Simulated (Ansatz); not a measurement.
FePt (Tetraferroplatinum): relaxation of cell and atoms with BLYP+D4

FePt (Tetraferroplatinum):

```xyz
2
Lattice="2.7235 0.0000 0.0000 0.0000 2.7235 0.0000 0.0000 0.0000 3.7200" Properties=species:S:1:pos:R:3 pbc="T T T"
Pt    1.3618    1.3618    1.8600
Fe    0.0000    0.0000    0.0000
```

| Quantity | Value |
| --- | --- |
| Program | Ansatz 0.2.0 |
| Task | relaxation of cell and atoms |
| Functional | BLYP |
| Dispersion | D4 |
| Potentials or basis | Ansatz PAW |
| Cutoff | 420 eV (not typed: the program's choice for these potentials) |
| k mesh | 10 × 10 × 7 |
| Occupations | fermi-dirac, width 0.05 eV |
| Spin | collinear spin, ferromagnetic start |
| Starting moments | [0.0, 3.0] μB |

| Quantity | Value |
| --- | --- |
| Relaxed volume | 13.96 Å³/atom |
| Relaxed cell | a = 2.734 Å, b = 2.734 Å, c = 3.735 Å, α = 90.00°, β = 90.00°, γ = 90.00° |
| Space group after relaxing (to 0.05 Å) | P4/mmm (No. 123) |
| Energy gained by relaxing | 1.2 meV/atom |
| Ionic steps | 4 |
| Pressure after relaxing | 0.0 GPa |
| Band gap on the k mesh | none (metal or under the smearing width) |
| Net moment | 3.24 μB per cell |
| Absolute moment | 3.40 μB per cell |
| Site moments | Pt +0.39; Fe +2.90 μB |

Step by step:
| step | energy change (eV) | largest force (eV/Å) | volume (Å³) |
| --- | --- | --- | --- |
| 1 | 0.0000 | 0.0000 | 27.59 |
| 2 | -0.0017 | 0.0000 | 28.06 |
| 3 | -0.0023 | 0.0000 | 27.92 |
| 4 | -0.0024 | 0.0000 | 27.92 |

Final structure:
```xyz
2
Lattice="2.7340 0.0000 0.0000 0.0000 2.7340 0.0000 0.0000 0.0000 3.7349" Properties=species:S:1:pos:R:3 pbc="T T T"
Pt    1.3670    1.3670    1.8675
Fe    0.0000    0.0000    0.0000
```

Levels at points of the mesh, in eV from the Fermi level:
Spin up:
```
             k point  band 16  band 17  band 18  band 19  band 20  band 21  band 22  band 23
  (0.00, 0.00, 0.00)    -1.89    -0.55    -0.39    -0.39     2.43     9.65    11.65    11.65
 (0.00, -0.50, 0.00)    -2.44    -2.07    -1.66     0.21     1.98    10.54    10.60    12.44
(-0.50, -0.50, 0.00)    -0.45    -0.45     0.50     1.78     1.78     7.48     9.88    11.00
```
Spin down:
```tsv
k point	band 14	band 15	band 16	band 17	band 18	band 19
(0.00, 0.00, 0.00)	-0.85	-0.83	0.52	1.61	1.61	1.63
(0.00, -0.50, 0.00)	-1.42	-1.18	-0.89	0.49	0.64	2.29
(-0.50, -0.50, 0.00)	1.18	1.57	1.65	1.68	1.68	1.90
```

Wall time 13 s on 2 threads of AMD EPYC 7B13 (Zen 3), on a shared host, peak memory 0.46 GiB.

Caveat: the plane-wave basis is chosen anew once the cell has moved, so the energies of steps on either side of that aren't comparable; pairwise dispersion overbinds metals, which lowers pressure and volume; the PAW data sets come from PBE, with cores solved anew for the run's functional, which leaves a small shift of forces and pressure. Zero-point motion and thermal expansion aren't in these numbers.
